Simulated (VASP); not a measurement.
AlN, 2 atoms in the cell. It takes space group Fm-3m (No. 225, cubic). Conventional cell: a = 4.069 Å, b = 4.069 Å, c = 4.069 Å, α = 90.00°, β = 90.00°, γ = 90.00°. Al (site symmetry m-3m) has 6 N at 2.03 Å as nearest neighbours. N (site symmetry m-3m) is surrounded by 6 Al at 2.03 Å. Measurements of this composition are mostly on another form, of space group No. 186.

- Program: VASP 6.6.1
- Task: relaxation of cell and atoms
- Functional: PBEsol
- Potentials or basis: VASP PAW PBE potentials, release 64 (Al, N)
- Cutoff: 600 eV
- k mesh: 10 × 10 × 10
- Occupations: gaussian, width 0.02 eV
- Spin: no spin polarisation
- Further INCAR settings: ALGO = Normal; EDIFF = 1e-07; IBRION = 2; EDIFFG = -0.005; NSW = 90; ISIF = 3

Potentials or basis: VASP PAW PBE potentials, release 64 (Al, N).

Run with:

```console
$ cat potpaw_PBE.64/Al/POTCAR potpaw_PBE.64/N/POTCAR > POTCAR
$ mpirun -np 1 vasp_std > vasp.out
```

Hardware: 1 thread of Intel(R) Xeon(R) 6975P-C (Granite Rapids), on a shared host.

Task: Estimate the wall time of this run.

Result: It took 6.1 s on 1 thread of Intel(R) Xeon(R) 6975P-C (Granite Rapids), on a shared host, peak memory 0.14 GiB. Counts: scf iterations 27, k points 47, ion steps 3.
